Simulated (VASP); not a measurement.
Level of theory: PW91 GGA, VASP's PBE PAW potentials (set 64) (plane waves; VASP).

VASP input:

**INCAR**
```
! general
SYSTEM   =  CsCl
PREC     =  Accurate
ENCUT    =  520   ! plane-wave cut-off (eV)
LREAL    =  .FALSE.   ! projection in real space or not
LASPH    =  .TRUE.   ! aspherical one-centre terms

! electronic loop
EDIFF    =  1E-6   ! SCF stop (eV)
NELM     =  100
ALGO     =  Normal
LMAXMIX  =  4   ! l cut-off of mixed one-centre charges

! smearing
ISMEAR   =  0
SIGMA    =  0.05

! functional
GGA      =  91   ! PW91

! ions
IBRION   =  2   ! conjugate gradients
NSW      =  60
ISIF     =  3   ! ions, shape and volume
EDIFFG   =  -0.01   ! ionic stop

! output
LWAVE    =  .FALSE.
LCHARG   =  .FALSE.
```

File POSCAR:
```
CsCl
1.0
  4.1930628847   0.0000000000   0.0000000000
  0.0000000000   4.1930628847   0.0000000000
  0.0000000000   0.0000000000   4.1930628847
Cs Cl
1 1
Cart
  0.0000000000   0.0000000000   0.0000000000
  2.0965314423   2.0965314423   2.0965314423
```

**KPOINTS**
```
Automatic
0
Gamma
6 6 6
```

POTCAR, in this order: Cs_sv Cl (PBE.64 set). Program: vasp_std.

Output of the run:

### OSZICAR
```
       N       E                     dE             d eps       ncg     rms          rms(c)
DAV:   1     0.995159855739E+02    0.99516E+02   -0.68929E+03   480   0.114E+03
DAV:   2     0.223722381969E+00   -0.99292E+02   -0.93109E+02   772   0.188E+02
DAV:   3    -0.697075666385E+01   -0.71945E+01   -0.71733E+01   624   0.584E+01
DAV:   4    -0.704963504463E+01   -0.78878E-01   -0.78852E-01   556   0.743E+00
DAV:   5    -0.705080373934E+01   -0.11687E-02   -0.11686E-02   624   0.904E-01    0.230E+00
DAV:   6    -0.665140554334E+01    0.39940E+00   -0.68298E-01   544   0.467E+00    0.170E+00
DAV:   7    -0.660188976209E+01    0.49516E-01   -0.20296E-01   652   0.254E+00    0.101E+00
DAV:   8    -0.660226669467E+01   -0.37693E-03   -0.16748E-02   560   0.981E-01    0.145E-01
DAV:   9    -0.660291329550E+01   -0.64660E-03   -0.36571E-03   624   0.387E-01    0.119E-01
DAV:  10    -0.660304346438E+01   -0.13017E-03   -0.36083E-04   556   0.150E-01    0.155E-02
DAV:  11    -0.660305970861E+01   -0.16244E-04   -0.28525E-05   624   0.395E-02    0.663E-03
DAV:  12    -0.660305947315E+01    0.23546E-06   -0.97907E-06   568   0.198E-02
   1 F= -.66030595E+01 E0= -.66030595E+01  d E =-.660306E+01
```

**OUTCAR**
```
------------------------ aborting loop because EDIFF is reached ----------------------------------------
  FORCE on cell =-STRESS in cart. coord.  units (eV):
  Direction    XX          YY          ZZ          XY          YZ          ZX
  --------------------------------------------------------------------------------------
  Total        0.0085149      0.0085149      0.0085149      0.0000000      0.0000000      0.0000000
  in kB        0.1850532      0.1850532      0.1850532      0.0000000      0.0000000      0.0000000
  external PRESSURE =       0.1850532 kB  Pullay stress =       0.0000000 kB
  volume of cell :       73.72
      direct lattice vectors                 reciprocal lattice vectors
     4.193062885  0.000000000  0.000000000     0.238489149  0.000000000  0.000000000
     0.000000000  4.193062885  0.000000000     0.000000000  0.238489149  0.000000000
     0.000000000  0.000000000  4.193062885     0.000000000  0.000000000  0.238489149
 POSITION                                       TOTAL-FORCE (eV/Angst)
 -----------------------------------------------------------------------------------
      0.00000      0.00000      0.00000         0.000000      0.000000      0.000000
      2.09653      2.09653      2.09653         0.000000      0.000000      0.000000
 -----------------------------------------------------------------------------------
    total drift:                                0.000000      0.000000     -0.000000
  FREE ENERGIE OF THE ION-ELECTRON SYSTEM (eV)
  ---------------------------------------------------
  free  energy   TOTEN  =        -6.6030594731 eV

  energy  without entropy=       -6.6030594731  energy(sigma->0) =       -6.60305947

 reached required accuracy - stopping structural energy minimisation
```
(Selected blocks of OUTCAR.)

The compound is CsCl in the CsCl type structure. It was relaxed first, which changed the volume by +5 %. The start is the result of an earlier pass.
